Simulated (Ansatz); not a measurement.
## Contact densities of C against volume

```
C
1.0
     1.22803    0.70900    3.34701
    -1.22803    0.70900    3.34701
     0.00000   -1.41800    3.34701
C
2
Cartesian
  0.0000 0.0000 1.6467
  0.0000 0.0000 8.3943
```

Atom numbers follow the list: C1, C2.

The cell is COD entry 1200018, as deposited and not checked against the literature; nothing was relaxed. It is an old determination, and later ones may differ.

Method: Ansatz 0.2.0, DFT, PBEsol, all-electron PAW with datasets made for the crystal, scalar-relativistic.

Sampling and basis: a Γ-centred 17×17×17 k mesh, Fermi–Dirac smearing of 0.03 eV, cutoff 600 eV (chosen by the program for this cell), no spin polarisation.

The contact density is the mean electron density over the nuclear volume; its changes follow the s electrons' response to bonding and compression. Changes below are taken from the unscaled cell, where it is 860.097 e/Å³ at C1.

Volumes at which the program chose other datasets or cutoffs are left out.

```
V/V(cell)  P (GPa)  Δρ(0) C1 (e/Å³)
   0.9800      7.1             0.05
   0.9900      4.0             0.02
   1.0000      1.1             0.00
   1.0100     -1.7            -0.02
   1.0200     -4.3            -0.04
```

The datasets are made afresh for each cell, so very small changes are uncertain.
